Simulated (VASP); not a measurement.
From an Ansatz input to VASP: CdTe (strained zincblende)

Ansatz input

```yaml
crystal:
  lattice:
    - [0.0, 3.2799551162, 3.2143560138]
    - [3.2799551162, 0.0, 3.2143560138]
    - [3.2799551162, 3.2799551162, 0.0]
  atoms:
    - { symbol: Cd, position: [0.0, 0.0, 0.0] }
    - { symbol: Te, position: [0.25, 0.25, 0.25] }
kpoints:
  mp_grid: { grid: [6, 6, 6] }
  band_path:
    path:
      - [0.0, 0.0, 0.0]
      - [-0.5, -0.5, 0.0]
      - [-0.375, -0.375, 0.25]
      - [-0.375, 0.0, 0.375]
      - [0.0, 0.0, 0.5]
      - [-0.5, -0.25, 0.25]
    npoints: 1
hamiltonian:
  xc: r2scan
scf:
  occupations: { method: fixed }
  n_extra_bands: 4
output:
  forces: true
  stress: true
  eigenvalues: true
  write_density: true
  write_potential: true
  elf: true
  volumetric_format: npy
```

Q: Write VASP inputs for this cell and level of theory.

A: 

INCAR

```
NSW = 0
PREC = Accurate
METAGGA = R2SCAN
ISIF = 2
NBANDS = 16
NELM = 120
SIGMA = 0.01
ISMEAR = 0
LASPH = .TRUE.
IBRION = -1
LREAL = .FALSE.
EDIFF = 1E-7
ALGO = Normal
LCHARG = .FALSE.
ENCUT = 520
LWAVE = .FALSE.
```

KPOINTS

```
KPOINTS created by Atomic Simulation Environment
0
Gamma
6 6 6
0 0 0
```

KPOINTS_OPT

```
special points
6
Reciprocal
0.0000000000 0.0000000000 0.0000000000 1
-0.5000000000 -0.5000000000 0.0000000000 1
-0.3750000000 -0.3750000000 0.2500000000 1
-0.3750000000 0.0000000000 0.3750000000 1
0.0000000000 0.0000000000 0.5000000000 1
-0.5000000000 -0.2500000000 0.2500000000 1
```

POSCAR

```
Cd Te
 1.0000000000000000
     0.0000000000000000    3.2799551162000000    3.2143560137999998
     3.2799551162000000    0.0000000000000000    3.2143560137999998
     3.2799551162000000    3.2799551162000000    0.0000000000000000
 Cd  Te
   1   1
Cartesian
  0.0000000000000000  0.0000000000000000  0.0000000000000000
  1.6399775581000000  1.6399775581000000  1.6071780069000003
```

VASP ran with the recommended PBE PAW datasets (18 valence electrons in the cell). Other inputs would serve too.

```csv
,Ansatz,VASP
gap between bands v and c,1.18 eV,1.17 eV
least direct gap,1.18 eV,1.17 eV
pressure,0.8 GPa,0.9 GPa
```

Each program uses its own PAW datasets. VASP's cell holds 18 valence electrons and Ansatz's 36. Ansatz's stress includes a Pulay correction; VASP's doesn't.
